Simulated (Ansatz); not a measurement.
# K: the cost of one run

Method: DFT PBE, scalar-relativistic, plane waves, PAW, in Ansatz 0.2.0.

### 1 Starting point

It takes space group Pmm2 (No. 25, orthorhombic). The conventional cell has a = 4.797 Å, b = 4.797 Å, c = 30.064 Å, α = 90.00°, β = 90.00°, γ = 90.00°. K (site symmetry mm2) is surrounded by 2 K at 4.06 Å.

As a file:

```cif
data_structure
_symmetry_space_group_name_H-M 'P 1'
_symmetry_Int_Tables_number 1
_cell_length_a 4.7968
_cell_length_b 4.7968
_cell_length_c 30.0637
_cell_angle_alpha 90.000
_cell_angle_beta 90.000
_cell_angle_gamma 90.000
_cell_volume 691.75
loop_
_atom_site_label
_atom_site_type_symbol
_atom_site_fract_x
_atom_site_fract_y
_atom_site_fract_z
_atom_site_occupancy
K1 K 0.50000 0.50000 0.33263 1
K2 K 0.00000 0.00000 0.44545 1
K3 K 0.50000 0.50000 0.55827 1
K4 K 0.00000 0.50000 0.66737 1
```

Slab cut from the bulk at the bulk's listed lattice constants, lower half held.

### 2 Relaxing the atoms

Contents of input.yaml:

```yaml
crystal:
  lattice:
    - [4.79683254, 0.0, 0.0]
    - [0.0, 4.79683254, 0.0]
    - [0.0, 0.0, 30.0637453929]
  atoms:
    - { symbol: K, position: [0.5, 0.5, 0.332626553] }
    - { symbol: K, position: [0.0, 0.0, 0.4454492453] }
    - { symbol: K, position: [0.5, 0.5, 0.5582719376] }
    - { symbol: K, position: [0.0, 0.5, 0.667373447], spin: 1.0 }
basis:
  ecutwfc: 420
  fft_grid_basis: typed
kpoints:
  mp_grid: { grid: [6, 6, 1] }
hamiltonian:
  xc: pbe
scf:
  occupations: { method: gaussian, width: 0.1 }
output:
  forces: true
  eigenvalues: true
  populations: true
efield:
  axis: 3
  dipole_correction: true
  ramp_width: 0.04
magnetization:
  spin_polarized: true
relax:
  adjacent_minimum: "off"
  f_tol: 0.04
  max_steps: 40
  constraints: [{ sites: [0] }]
```

Started as:

```console
ansatz run input.yaml --threads 1 --pin off --max-ram 2211MiB --backend cpu --events-out ev --progress --plain --runs-dir out
```

**Question.** How long does this run take on 1 thread of Arm Neoverse V1, shared host, and how much memory does it need?

About 7 min, with a peak of 0.94 GiB.
